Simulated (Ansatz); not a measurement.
# MgS under changes of volume

One of the cells (22.740 Å³/atom); the others are scaled copies at fixed shape and fractional positions:

```
S Mg
1.0
     0.00000    2.83312    2.83312
     2.83312    0.00000    2.83312
     2.83312    2.83312    0.00000
S Mg
1 1
Direct
  0.25000 0.25000 0.25000
  0.00000 0.00000 0.00000
```

The cell comes from a database or a generator and needn't be the stable form of this composition.

- Program: Ansatz 0.2.0
- Functional: PBE0
- Potentials or basis: Ansatz PAW
- Cutoff: 420 eV (not typed: the program's choice for these potentials)
- k mesh: 6 × 6 × 6
- Occupations: fermi-dirac, width 0.05 eV
- Spin: no spin polarisation

| volume (Å³/atom) | energy over the lowest point (meV/atom) | pressure (GPa) | gap on the mesh (eV) |
| --- | --- | --- | --- |
| 21.376 | 15.40 | 4.0 | 5.52 |
| 21.831 | ? | ? | ? |
| 22.285 | 1.30 | 1.1 | 5.31 |
| 22.740 | 0.00 | -0.2 | 5.20 |
| 23.195 | 2.06 | -1.3 | 5.09 |
| 23.650 | 7.16 | -2.3 | 4.99 |
| 24.105 | 15.00 | -3.2 | 4.89 |

Task: What does the run at 21.831 Å³/atom give?

Result: Energy over the lowest point 6.30 meV/atom; pressure 2.5 GPa; gap on the mesh 5.42 eV.

Worked out: A Birch-Murnaghan fit of order 3 (a polynomial in V^(-2/3)) to the other rows has its minimum at 22.68 Å³/atom with B0 = V·E''(V) = 60 GPa and B' = 4.0. It gives 6.29 meV/atom at 21.831 Å³/atom, against the run's 6.30, and -dE/dV = 2.5 GPa, against 2.5. A straight line through the other rows of the gap, of slope -5.27 eV per unit of ln V, gives 5.41 eV, against the run's 5.42.

Energies are extrapolated to zero smearing.

Caveats: the PAW data sets come from PBE, with cores solved anew for the run's functional, which leaves a small shift of forces and pressure; the thresholds are loose for stress.

A mesh can miss the band edges.
